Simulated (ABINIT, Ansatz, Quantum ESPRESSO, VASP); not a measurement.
## One calculation of HfO2, 4 ways

```
Hf O
1.0
     5.21946    0.00000    0.00000
     0.00000    5.00476    0.00000
     0.00000    0.00000    5.03269
Hf O
4 8
Direct
  0.96699 0.73252 0.74144
  0.53301 0.73252 0.24144
  0.46699 0.26748 0.74144
  0.03301 0.26748 0.24144
  0.63213 0.92865 0.87927
  0.86787 0.92865 0.37927
  0.23395 0.53988 0.49229
  0.26605 0.53988 0.99229
  0.76605 0.46012 0.99229
  0.73395 0.46012 0.49229
  0.13213 0.07135 0.87927
  0.36787 0.07135 0.37927
```

Measurements of this composition are mostly on another form, of space group No. 14.

Alike in all runs: task single point; functional PBE; k mesh 5 × 6 × 5; occupations fermi-dirac, width 0.05 eV; no spin polarisation; no spin-orbit coupling. Pressure is positive in compression and, in plane waves, holds the error of the finite cutoff.

| program and potentials | plane-wave cutoff (eV) | notes | pressure (GPa) | largest force (eV/Å) |
| --- | --- | --- | --- | --- |
| ABINIT, JTH PAW PBE v2.0 | 626 | 8 valence electrons an atom on average | ? | ? |
| VASP, PBE PAW files Hf_pv, O, 520 eV | 520 | 7.33 valence electrons an atom on average | 6.33 | 0.070 |
| Quantum ESPRESSO, SSSP 1.3 efficiency PBE | 816 | 8 valence electrons an atom on average | 7.63 | 0.085 |
| Ansatz, all-electron LAPW, scalar-relativistic | - | - | 9.77 | 0.117 |

Problem. Estimate from the other rows what the run with ABINIT, JTH PAW PBE v2.0 gave.

Solution. Pressure 6.66 GPa; largest force 0.085 eV/Å. The other rows, which needn't bracket it: pressure 6.33 to 9.77; largest force 0.070 to 0.117.
